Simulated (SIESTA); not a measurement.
A run of SIESTA 5.4.2:

Contents of run.py:

```python
from ase import Atoms
from ase.calculators.siesta import Siesta
from ase.units import Ry, GPa

atoms = Atoms(
    ['Ta'],
    cell=[
        [-1.65128, 1.65128, 1.65128],
        [1.65128, -1.65128, 1.65128],
        [1.65128, 1.65128, -1.65128],
    ],
    scaled_positions=[
        [0.0, 0.0, 0.0],
    ],
    pbc=True,
)

fdf = {
    'SCFMustConverge': False,
    'OccupationFunction': 'FD',
    'ElectronicTemperature': '0.05 eV',
    'MaxSCFIterations': '120',
    'SCF.Mixer.Method': 'Pulay',
    'SCF.Mixer.Weight': '0.25',
    'SCF.Mixer.History': '8',
    'SCF.DM.Tolerance': '5.0e-05',
    'SCF.H.Tolerance': '1.0e-03 eV',
    'WriteForces': 'true',
    'Charge.Mulliken': 'end',
    'BandLinesScale': 'ReciprocalLatticeVectors',
    'BandLines': ['  1    0.000000   0.000000   0.000000  \\Gamma', ' 17    0.500000  -0.500000   0.500000  H', ' 12    0.000000   0.000000   0.500000  N', ' 12    0.000000   0.000000   0.000000  \\Gamma', ' 15    0.250000   0.250000   0.250000  P', ' 15    0.500000  -0.500000   0.500000  H', '  1    0.250000   0.250000   0.250000  P', '  9    0.000000   0.000000   0.500000  N'],
}
calc = Siesta(
    label="Ta",
    command="siesta < PREFIX.fdf > PREFIX.out",
    pseudo_path="pseudos",
    pseudo_qualifier="",
    xc=('GGA', 'PBE'),
    basis_set="DZP",
    mesh_cutoff=800 * Ry,
    energy_shift=0.01 * Ry,
    kpts=[11, 11, 11],
    spin="non-polarized",
    fdf_arguments=fdf,
)
atoms.calc = calc

print(f"energy = {atoms.get_potential_energy():.6f} eV")
free = atoms.get_potential_energy(force_consistent=True)
print(f"free energy = {free:.6f} eV")
print("forces (eV/A):")
print(atoms.get_forces(apply_constraint=False).round(6))
print("stress (GPa, Voigt order, tension positive):", (atoms.get_stress() / GPa).round(4))
```

Potentials or basis: PseudoDojo 0.4 standard (PBE files), DZP (energy shift 0.01 Ry).

Run with:

```sh
$ python run.py
```

Hardware: 1 thread of Arm Neoverse V1, on a shared host.

Task: Estimate the wall time of this run.

Result: It took 18 s on 1 thread of Arm Neoverse V1 (shared host), peak memory 0.18 GiB. Counts: scf iterations 7, k points 666, bands 19.
